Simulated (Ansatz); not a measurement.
## Calculated field gradients at the nuclei for GaSe under strain

The cell is an entry of the Crystallography Open Database (COD), relaxed with PBE at fixed cell and then changed (z compressed by 1 %, ions relaxed).

```
CELL_PARAMETERS angstrom
3.75000 0.00000 0.00000
-1.87500 3.24760 0.00000
0.00000 0.00000 15.76080
ATOMIC_POSITIONS crystal
Ga 0.33333 0.66667 0.92858
Ga 0.66667 0.33333 0.42858
Ga 0.33333 0.66667 0.57142
Ga 0.66667 0.33333 0.07142
Se 0.33333 0.66667 0.15653
Se 0.66667 0.33333 0.65653
Se 0.33333 0.66667 0.34347
Se 0.66667 0.33333 0.84347
```

Sites (sets of like atoms) are named by element and the number of their first atom in this list.

Computed with Ansatz: DFT, PBE, plane waves and PAW, scalar-relativistic, 420 eV cutoff, Γ-centred 14×14×3 k-points, Fermi–Dirac smearing 0.05 eV.

V_zz is the principal component of the electric field gradient with the largest magnitude, η = (V_xx − V_yy)/V_zz and C_Q = eQV_zz/h. ν_Q = 3|C_Q|/[2I(2I − 1)].

⁷¹Ga: I = 3/2, Q = 107.0 mb. Quadrupole moments are those of Pyykkö's year-2017 table.

| site | atoms (order as listed) | first shell | C_Q (MHz) | η | ν_Q (MHz) |
| --- | --- | --- | --- | --- | --- |
| Ga | 1, 2, 3, 4 | 3 Se at 2.55 Å | -0.238 | 0.00 | 0.119 |

An axis of threefold or higher order runs through Ga, so V_zz lies along it and η is zero.

Se has no stable isotope with a ground-state quadrupole moment in the table, so these sites are left out.

With no gap above 0.1 eV, as in a metal, the gradients converge slowly in k; expect changes of a tenth or more on a denser mesh.

The relaxation (3 steps) took 36 s of wall time (36 s of CPU time) and 0.89 GiB at its peak, on 1 thread of Intel Xeon 6975P-C (Granite Rapids) (x86_64; 16 cores open to the job, memory cap 3.0 GiB, no GPU), a shared host with a load of 0.1 a core.
